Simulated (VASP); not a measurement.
PbSe (Clausthalite):

```xyz
2
Lattice="0.0000 3.0606 3.0606 3.0606 0.0000 3.0606 3.0606 3.0606 0.0000" Properties=species:S:1:pos:R:3 pbc="T T T"
Pb    0.0000    0.0000    0.0000
Se    3.0606    3.0606    3.0606
```

* Program: VASP 6.6.1
* Task: relaxation of cell and atoms
* Functional: PBE
* Potentials or basis: VASP PAW PBE potentials, release 64 (Pb_d, Se)
* Cutoff: 600 eV
* k mesh: 8 × 8 × 8
* Occupations: fermi-dirac, width 0.05 eV
* Spin: no spin polarisation

At the start: pressure 2.4 GPa; volume 28.67 Å³/atom.

Task: How do energy, volume and symmetry change on relaxing?

Result: Over 3 steps the energy falls by 10.0 meV/atom and the volume is 30.05 Å³/atom (+4.8 %); space group Fm-3m (No. 225, to 0.05 Å).

Step by step:
```
step  energy change (eV)  largest force (eV/Å)  pressure (GPa)  volume (Å³)
   1              0.0000                0.0000            2.43        57.34
   2             -0.0180                0.0000           -0.69        61.02
   3             -0.0200                0.0000            0.02        60.09
```

Final structure:
```cif
data_structure
_symmetry_space_group_name_H-M 'P 1'
_symmetry_Int_Tables_number 1
_cell_length_a 4.3965
_cell_length_b 4.3965
_cell_length_c 4.3965
_cell_angle_alpha 60.000
_cell_angle_beta 60.000
_cell_angle_gamma 60.000
_cell_volume 60.09
loop_
_atom_site_label
_atom_site_type_symbol
_atom_site_fract_x
_atom_site_fract_y
_atom_site_fract_z
_atom_site_occupancy
Pb1 Pb 0.00000 0.00000 0.00000 1
Se1 Se 0.50000 0.50000 0.50000 1
```

The cell as given is a measured one (28.67 Å³/atom); PBE puts the equilibrium volume +4.8 % from it, thermal expansion not counted.
